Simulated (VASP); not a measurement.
Set up this calculation in VASP 6.6.1, as the native input.

| Property | Result |
| --- | --- |
| Task | relaxation of cell and atoms |
| Functional | LDA |
| Potentials or basis | VASP PAW LDA potentials, release 64 (W_sv) |
| Cutoff | 600 eV |
| k mesh | 16 × 16 × 16 |
| Occupations | methfessel-paxton, width 0.1 eV |
| Spin | no spin polarisation |
| Further INCAR settings | ALGO = Normal; EDIFF = 1e-06; IBRION = 2; EDIFFG = -0.01; NSW = 90; ISIF = 3 |

The structure of W lies in POSCAR:

```
W
1.0
   -1.5823450000      1.5823450000      1.5823450000
    1.5823450000     -1.5823450000      1.5823450000
    1.5823450000      1.5823450000     -1.5823450000
W
1
Direct
    0.0000000000      0.0000000000      0.0000000000
```

The input as run:

INCAR

```
SYSTEM = W
PREC = Accurate
ENCUT = 600
EDIFF = 1E-6
ISMEAR = 1
SIGMA = 0.1
LREAL = .FALSE.
LASPH = .TRUE.
NELM = 80
ALGO = Normal
ISIF = 3
LWAVE = .FALSE.
LCHARG = .FALSE.
GGA = CA
IBRION = 2
NSW = 90
EDIFFG = -0.01
```

KPOINTS

```
regular mesh
0
G
  16 16 16
  0 0 0
```

Potentials or basis: VASP PAW LDA potentials, release 64 (W_sv).

Run with:

```console
$ cat potpaw_LDA.64/W_sv/POTCAR > POTCAR
$ mpirun -np 1 vasp_std > vasp.out
```

Results of the run:

```json
{
  "Relaxed volume": "15.49 Å³/atom",
  "Relaxed cell": "a = 2.720 Å, b = 2.720 Å, c = 2.720 Å, α = 109.47°, β = 109.47°, γ = 109.47°",
  "Space group after relaxing (to 0.05 Å)": "Im-3m (No. 229)",
  "Energy gained by relaxing": "8.3 meV/atom",
  "Ionic steps": "4",
  "Pressure after relaxing": "-0.1 GPa",
  "Band gap on the k mesh": "none (metal or under the smearing width)"
}
```

Run time: 22 s on 1 thread of Intel(R) Xeon(R) 6975P-C (Granite Rapids) (shared host), peak memory 0.16 GiB.
